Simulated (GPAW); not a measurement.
A run of GPAW 26.7.0:

File run.py:

```python
from ase import Atoms
from ase.dft.bandgap import bandgap
from ase.io import write
from ase.units import GPa
from gpaw import GPAW, PW, setup_paths

setup_paths.insert(0, '.')

atoms = Atoms(['Pd'],
              cell=[[0.0, 1.9465, 1.9465],
                    [1.9465, 0.0, 1.9465],
                    [1.9465, 1.9465, 0.0]],
              scaled_positions=[[0.0, 0.0, 0.0]],
              pbc=True)

calc = GPAW(mode=PW(600),
            xc='PBEsol',
            kpts={'size': (12, 12, 12), 'gamma': True},
            occupations={'name': 'fermi-dirac', 'width': 0.05},
            nbands=17,
            convergence={'density': 1e-05, 'energy': 1e-05},
            maxiter=150,
            txt='gpaw.txt')
atoms.calc = calc
energy = atoms.get_potential_energy()
forces = atoms.get_forces()
stress = atoms.get_stress()
calc.write('gs.gpw')
write('result.traj', atoms)
print(f'Energy: {energy:.6f} eV')
print('Forces (eV/A):')
print(forces.round(4))
print('Stress (GPa):', (stress / GPa).round(3))
print('Fermi level:', round(calc.get_fermi_level(), 4), 'eV')
print(f'Gap: {bandgap(calc)[0]:.4f} eV, direct: {bandgap(calc, direct=True)[0]:.4f} eV')

path = atoms.cell.bandpath('GXWKGLUWLK,UX', npoints=60, eps=1e-4)
bs_calc = calc.fixed_density(kpts=path, symmetry='off', nbands=25,
                             convergence={'bands': 'CBM+6.0', 'eigenstates': 1e-6}, txt='bands.txt')
bs = bs_calc.band_structure()
bs.write('bs.json')
print(f'Gap on the path: {bandgap(bs_calc)[0]:.4f} eV')
```

Potentials or basis: PAW data sets generated in the run's folder for this functional, pw.

The run is started by

```bash
$ gpaw-setup -f PBEsol Pd
$ OMP_NUM_THREADS=1 python run.py
```

Hardware: 1 thread of Arm Neoverse V2, with other jobs on the host.

**Question.** Estimate the wall time of this run.

**Answer.** Run time: 15 s on 1 thread of Arm Neoverse V2, on a shared host, peak memory 0.17 GiB. Counts: scf iterations 13, plane waves 531, bands 17, k points 72.
